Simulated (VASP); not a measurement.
Write the native input for VASP 6.6.1 that does the following.

| Property | Result |
| --- | --- |
| Task | single point |
| Functional | PBE |
| Dispersion | D3(BJ) |
| Potentials or basis | VASP PAW PBE potentials, release 64 (O, H, C) |
| Cutoff | 520 eV |
| k mesh | 1 × 1 × 1 |
| Occupations | fermi-dirac, width 0.05 eV |
| Spin | no spin polarisation |
| Dipole correction | no |
| Further INCAR settings | LREAL = Auto; ALGO = Fast; EDIFF = 1e-06; NBANDS = 60 |

The structure of H20CO9 lies in POSCAR:

```
H20CO9
1.0
    7.3625330000      0.0000000000      0.0000000000
    0.0000000000      7.3625330000      0.0000000000
    0.0000000000      0.0000000000      7.3625330000
O H C
9 20 1
Direct
    0.1298873635      0.2505116106      0.2859342023
    0.8811777142      0.4340354060      0.9355068425
    0.7673717727      0.6531855273      0.5900822448
    0.4344021276      0.8487703892      0.7900134370
    1.0419511872     -0.0250593104      0.8528450738
    0.6615657954      0.4763849615      0.2426203047
    0.2565421439      0.5478956767      0.8910656156
    0.8380268041      0.9377750837      0.2427968744
    0.3107218671      0.8804850179      0.4150066288
    0.2360464802      0.3172685270      0.3373567222
    0.0452697462      0.3014451684      0.3725212505
    1.0056050003      0.4796311270      0.9306851324
    0.8260608136      0.5039841587      0.8323086633
    0.8925732489      0.6916505502      0.5743132153
    0.7579728335      0.5657020485      0.4961064351
    0.5523370829      0.8069097959      0.7932460201
    0.4158215658      0.8535920993      0.6566354270
    1.1774480332     -0.0459352780      0.8572457332
    1.0094623685      0.0808281606      0.7796637380
    0.6038139320      0.3562225120      0.2504980283
    0.7617351257      0.4643510596      0.1584373204
    0.3473668641      0.6386117387      0.8619859497
    0.3298185557      0.4418316359      0.8966886804
    0.7088593015      0.9194525851      0.2171671081
    0.8929671351      0.9833979692      0.1287736164
    0.3721137820      0.6638068719      0.2370651514
    0.2194760961      0.9764166762      0.4408129648
    0.1503830271      0.6518816282      0.3556792207
    0.1990075970      0.8180201026      0.1580841811
    0.2460294575      0.7414024494      0.2757067439
```

The cell was built by a generator and needn't be a form met in nature.

The input as run:

INCAR

```
SYSTEM = H20CO9
PREC = Accurate
ENCUT = 520
EDIFF = 1E-6
ISMEAR = -1
SIGMA = 0.05
LREAL = Auto
LASPH = .TRUE.
NELM = 60
ALGO = Fast
ISIF = 2
LWAVE = .FALSE.
LCHARG = .FALSE.
GGA = PE
IVDW = 12
NBANDS = 60
```

KPOINTS

```
regular mesh
0
G
  1 1 1
  0 0 0
```

Potentials or basis: VASP PAW PBE potentials, release 64 (O, H, C).

Command:

```bash
$ cat potpaw_PBE.64/O/POTCAR potpaw_PBE.64/H/POTCAR potpaw_PBE.64/C/POTCAR > POTCAR
$ mpirun -np 1 vasp_gam > vasp.out
```

It gave:

```
Pressure                   : -0.9 GPa
Largest force              : 3.379 eV/Å
Band gap on the k mesh     : 3.99 eV, direct
Dispersion energy per atom : -0.026 eV
```

It took 66 s on 1 thread of Intel(R) Xeon(R) Platinum 8259CL CPU @ 2.50GHz (Skylake/Cascade Lake), on a shared host, peak memory 0.42 GiB.
